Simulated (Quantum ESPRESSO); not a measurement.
# Sn under changes of volume

One of the cells (27.353 Å³/atom); the others are scaled copies at fixed shape and fractional positions:

```xyz
1
Lattice="-2.0292 2.0292 1.6608 2.0292 -2.0292 1.6608 2.0292 2.0292 -1.6608" Properties=species:S:1:pos:R:3 pbc="T T T"
Sn    0.0000    0.0000    0.0000
```

This isn't the form of Sn at room conditions, which is tetragonal (white tin).

* Program: Quantum ESPRESSO 7.5
* Functional: LDA
* Potentials or basis: GBRV 1.5 LDA
* Cutoff: 925 eV
* Density cutoff: 7401 eV
* k mesh: 10 × 10 × 10
* Occupations: fermi-dirac, width 0.05 eV
* Spin: no spin polarisation

| volume (Å³/atom) | energy over the lowest point (meV/atom) | pressure (GPa) |
| --- | --- | --- |
| 25.712 | 0.00 | -0.4 |
| 26.259 | 2.79 | -1.6 |
| 26.806 | 9.25 | -2.6 |
| 27.353 | 18.90 | -3.5 |
| 27.901 | 31.38 | -4.2 |
| 28.448 | 46.39 | -4.9 |
| 28.995 | ? | ? |

Q: What does the run at 28.995 Å³/atom give?

A: Energy over the lowest point 63.62 meV/atom; pressure -5.5 GPa.

Worked out: A Birch-Murnaghan fit of order 3 (a polynomial in V^(-2/3)) to the other rows has its minimum at 25.60 Å³/atom, just outside them, with B0 = V·E''(V) = 58 GPa and B' = 4.8 at fixed shape and positions, which overstates the stiffness. It gives 63.58 meV/atom at 28.995 Å³/atom, against the run's 63.62, and -dE/dV = -5.3 GPa, against -5.5.

Energies are extrapolated to zero smearing.
